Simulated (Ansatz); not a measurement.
Crystal: AlN.

```
Al N
1.0
     3.11300    0.00000    0.00000
    -1.55650    2.69594    0.00000
     0.00000    0.00000    4.98100
Al N
2 2
Direct
  0.66667 0.33333 0.50000
  0.33333 0.66667 0.00000
  0.66667 0.33333 0.88000
  0.33333 0.66667 0.38000
```

```yaml
Program: Ansatz 0.2.0
Task: single point
Functional: PBE
Potentials_or_basis: Ansatz PAW
Cutoff: "420 eV (not typed: the program's choice for these potentials)"
k_mesh: 10 × 10 × 6
Occupations: fermi-dirac, width 0.05 eV
Spin: no spin polarisation
```

On this cell: pressure 3.7 GPa; largest force 0.129 eV/Å; band gap on the k mesh 4.21 eV, direct.

The same run follows on a disturbed copy (atoms moved at random, drawn with an rms of 0.05 Å):

```xyz
4
Lattice="3.1130 0.0000 0.0000 -1.5565 2.6959 0.0000 0.0000 0.0000 4.9810" Properties=species:S:1:pos:R:3 pbc="T T T"
Al    1.5445    0.9099    2.4991
Al   -0.0289    1.8073   -0.0305
N     1.5019    0.8529    4.3273
N    -0.0145    1.7877    1.8684
```

Problem. What changes?

Solution. The energy moves by +18.1 meV/atom; pressure 4.4 GPa; largest force 1.385 eV/Å; band gap on the k mesh 4.23 eV, direct.

Forces on the atoms (eV/Å):
```
Al  -0.091 -0.310 -1.265
Al  -0.223 -0.785  0.150
N    0.327  0.846  1.046
N   -0.013  0.249  0.069
```

Stress tensor (GPa, compression positive):
```
 0.95 -0.88 -0.51
-0.88  3.78 -1.79
-0.51 -1.79  8.51
```

A k mesh can miss the band edges.
